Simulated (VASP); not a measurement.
A run of VASP 6.6.1 is set up as follows.

File INCAR:

```
SYSTEM = Ba
ALGO = Fast ; EDIFF = 1E-7
ENCUT = 520 ; ISIF = 2
ISMEAR = 0 ; LASPH = .True.
LCHARG = .False. ; LREAL = .False.
LWAVE = .False. ; NBANDS = 44
NELM = 100 ; PREC = Accurate
SIGMA = 0.1
```

KPOINTS

```
Automatic mesh
0
Gamma
  1 1 1
  0.5 0.5 0.5
```

The input POSCAR:

```
Ba
1.0
    0.0000000000      6.4653300000      6.4653300000
    6.4653300000      0.0000000000      6.4653300000
    6.4653300000      6.4653300000      0.0000000000
Ba
7
Direct
   -0.1252565608      0.0691400130      0.1281860323
    0.1839855816      0.4111787797     -0.0775351761
   -0.1427446859      0.5675208381      0.6263266531
    0.6837500947     -0.0892172557     -0.0731475424
    0.3511765834      0.0594995924      0.6079439874
    0.3700270520      0.5697310114      0.1129637621
    0.6790618576      0.4121470984      0.4252622836
```

Potentials or basis: VASP PAW LDA potentials, release 64 (Ba_sv).

Run with:

```sh
$ cat potpaw_LDA.64/Ba_sv/POTCAR > POTCAR
$ mpirun -np 1 vasp_std > vasp.out
```

Problem. What does it give for the band gap on the k mesh?

Solution. None (metal or under the smearing width).

Problem. Predict the pressure.

Solution. -1.4 GPa.

Problem. What does it give for the largest force?

Solution. 0.267 eV/Å.

Stress tensor (GPa, compression positive):
```
-1.40  0.42  0.38
 0.42 -1.23  0.40
 0.38  0.40 -1.49
```

Spin-orbit coupling is left out, which matters for the levels of Ba.
